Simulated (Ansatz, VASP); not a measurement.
Two plane-wave programs on Pd

The input INCAR:

```
SYSTEM = Pd
PREC     = Accurate       ! precision mode
ENCUT    = 520            ! plane-wave cutoff, eV
EDIFF    = 1E-7           ! SCF threshold, eV
ISMEAR   = -1             ! smearing method
SIGMA    = 0.05           ! smearing width, eV
LREAL    = .False.        ! projectors in reciprocal space
LASPH    = .True.         ! aspherical terms in the spheres
NELM     = 80             ! most SCF steps
ALGO     = Normal         ! electronic algorithm
ISIF     = 2              ! what is computed and relaxed
LWAVE    = .False.        ! write WAVECAR
LCHARG   = .True.         ! write CHGCAR
GGA      = PE             ! functional
LELF     = .True.         ! ELF
LVHAR    = .True.       
NBANDS   = 11             ! bands
```

File KPOINTS:

```
Automatic mesh
0
Gamma
  12 12 12
  0 0 0
```

POSCAR

```
Pd
1.0
   -1.5722810000      1.5722810000      1.5722810000
    1.5722810000     -1.5722810000      1.5722810000
    1.5722810000      1.5722810000     -1.5722810000
Pd
1
Direct
    0.0000000000      0.0000000000      0.0000000000
```

Contents of input.yaml:

```yaml
crystal:
  lattice:
    - [-1.572281, 1.572281, 1.572281]
    - [1.572281, -1.572281, 1.572281]
    - [1.572281, 1.572281, -1.572281]
  atoms:
    - { symbol: Pd, position: [0.0, 0.0, 0.0] }
hamiltonian:
  xc: pbe
  pseudopotentials: { kind: paw }
kpoints:
  mp_grid: { grid: [12, 12, 12] }
scf:
  occupations: { method: fermi_dirac, width: 0.05 }
output:
  forces: true
  stress: true
  eigenvalues: true
```

This isn't the form of Pd at room conditions, which is fcc.

Alike in both runs: task single point; functional PBE; k mesh 12 × 12 × 12; occupations fermi-dirac, width 0.05 eV; no spin polarisation.

|  | VASP | Ansatz |
| --- | --- | --- |
| version | VASP 6.6.1 | Ansatz 0.2.0 |
| potentials or method | VASP PAW PBE potentials, release 64 (Pd) | Ansatz PAW |
| plane-wave cutoff (eV) | 520 | 420 |
| valence electrons in the cell | 10 | 18 |

Ansatz gave:

- gap on the k mesh at the Fermi level (eV): none
- pressure (GPa): -1.1

Problem. Estimate VASP's values.

Solution. gap on the k mesh at the Fermi level (eV): none; pressure (GPa): -1.4.

A gap of «none» marks a metal or a gap that the smearing closes. The functional is the same, so the differences come from potentials, cutoffs and numerics. The two sets of potentials don't hold the same shells in valence.
